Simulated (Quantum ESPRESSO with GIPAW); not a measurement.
# CaO: how strain moves the 17O line

GIPAW runs (PBEsol, plane-wave PAW from pslibrary 1.0.0 recipes, cutoffs 55 and 330 Ry, one 7×7×5 mesh for all shielding runs; Quantum ESPRESSO with GIPAW, a patched development version; no spin-orbit coupling, no macroscopic shape term) on CaO, space group P6_3/mmc before straining. The cell below is strained along the z axis of the cell given, with the other two held, and the atoms keep their fractional coordinates.

```xyz
4
Lattice="3.9920 0.0000 0.0000 -1.9960 3.4572 0.0000 0.0000 0.0000 4.7848" Properties=species:S:1:pos:R:3 pbc="T T T"
Ca    1.9960    1.1524    1.1962
Ca    0.0000    2.3048    3.5886
O     1.9960    1.1524    3.5886
O     0.0000    2.3048    1.1962
```

The cell is a computed entry of the Materials Project; it need not be the form that is stable at ambient conditions.

The bonds are those of O (atom 3; bound to Ca5). One row is withheld.

```csv
strain (%),mean bond (Å),σ_iso Ca (ppm),σ_iso O (ppm),span O (ppm)
-2,2.3207,924.37,-192.60,69.6
-1.5,2.3255,926.51,-191.56,75.6
-1,2.3303,928.58,-190.52,81.5
0,2.3398,932.53,-188.52,92.8
+0.5,2.3446,934.42,-187.56,98.3
+1,2.3494,?,?,?
+2,2.3590,939.74,-184.76,113.8
```

**Task.** Fit σ_iso of O against strain, judge whether a straight line is enough, and predict the withheld row at +1 %.

1. With n = 6: Σx = -2.000, Σy = -1135.52, Σx² = 11.5000, Σxy = 399.760.

2. Slope b = (nΣxy − ΣxΣy)/(nΣx² − (Σx)²) = 1.96 ppm per %, intercept a = (Σy − bΣx)/n = -188.60 ppm.

3. Residuals (run less line), in the order of the table: -0.08, -0.02, +0.04, +0.08, +0.06, -0.08 ppm. They bend in one sense; the largest is 1.1 % of the range of σ, so a line serves for most purposes and a parabola takes up the rest: σ = -188.52 + 1.960 x − 0.039 x², with residuals of 0.01 ppm or less.

4. At +1 % (inside the fitted range) the line gives -186.64 ppm and the parabola -186.60 ppm.

5. The run gives:

```csv
strain (%),mean bond (Å),σ_iso Ca (ppm),σ_iso O (ppm),span O (ppm)
+1,2.3494,936.25,-186.62,103.6
```

Prediction less run: the line misses by -0.02 ppm, the parabola by +0.02 ppm. By the parabola, a strain of +1 % changes σ of O by +1.92 ppm and one of −1 % by -2.00 ppm; the mean slope is +1.96 ppm per %, or 2.1 ppm for 0.01 Å of mean bond length. The shift moves the opposite way, scaled by the slope of a reference line. Over the table σ of Ca goes from 924.37 to 939.74 ppm. Zero strain is the database's lattice, not this functional's rest cell, and neither cutoff nor mesh was tested for the slopes. The omitted shape term, common to all sites, changes with strain too. This build of gipaw.x prints that it is not audited and that its numbers are no references by themselves. 17O is quadrupolar, so a real line also moves with the field gradient, which is not computed here. pw.x warned of eigenvalues not converged in some cycles of these runs, which then met the threshold.

[Banner, clock, file and message-heading lines were taken out of the pw.x and gipaw.x logs.]

[Logs are printed without paths, hosts, clocks, repeated set-up lines and the standing remarks that a program may print on its own settings, such as how far it seeks lower states.]

[Hosts, paths, dates, database ids (printed as entryN), source tags and the programs' standing remarks are cut or masked in the printed files.]
